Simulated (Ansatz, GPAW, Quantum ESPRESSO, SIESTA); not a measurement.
TiTe: programs and potentials compared

```
Te Ti
1.0
     3.84200    0.00000    0.00000
    -1.92100    3.32727    0.00000
     0.00000    0.00000    6.40300
Te Ti
2 2
Direct
  0.66667 0.33333 0.75000
  0.33333 0.66667 0.25000
  0.00000 0.00000 0.50000
  0.00000 0.00000 0.00000
```

Alike in all runs: task band structure; functional PBEsol; k mesh 8 × 8 × 4; occupations fermi-dirac, width 0.05 eV; no spin polarisation; no spin-orbit coupling. Pressure is positive in compression and, in plane waves, holds the error of the finite cutoff, which Ansatz's Pulay term estimates and takes out.

```json
{"program and potentials": "SIESTA, files PseudoDojo sr-pbesol-0.4.1-standard, DZP (energy shift 0.003 Ry; two zetas on semicore shells)", "plane-wave cutoff (eV)": "-", "notes": "atomic basis; 14 valence electrons an atom on average", "pressure (GPa)": "5.60"}
{"program and potentials": "GPAW, PAW data sets generated for this functional", "plane-wave cutoff (eV)": "600", "notes": "9 valence electrons an atom on average", "pressure (GPa)": "2.89"}
{"program and potentials": "Quantum ESPRESSO, GBRV 1.5 PBEsol", "plane-wave cutoff (eV)": "612", "notes": "9 valence electrons an atom on average", "pressure (GPa)": "3.71"}
{"program and potentials": "Ansatz, PAW datasets made for the crystal", "plane-wave cutoff (eV)": "260", "notes": "14 valence electrons an atom on average", "pressure (GPa)": "3.42"}
{"program and potentials": "Ansatz, all-electron LAPW, scalar-relativistic", "plane-wave cutoff (eV)": "-", "notes": "-", "pressure (GPa)": "3.42"}
```

The pressure spans 2.89 (GPAW, PAW data sets generated for this functional) to 5.60 GPa (SIESTA, files PseudoDojo sr-pbesol-0.4.1-standard, DZP (energy shift 0.003 Ry; two zetas on semicore shells)), with all-electron results at 3.42. The pressure on the cell as given of SIESTA, files PseudoDojo sr-pbesol-0.4.1-standard, DZP (energy shift 0.003 Ry; two zetas on semicore shells) lies far from the others; the cause wasn't traced. Rows in atomic bases carry the error of their basis and grid, which can be large.

The functional is the same throughout but for its coding, so the spread measures potentials, basis and numerics; runs on potential files found faulty are left out.
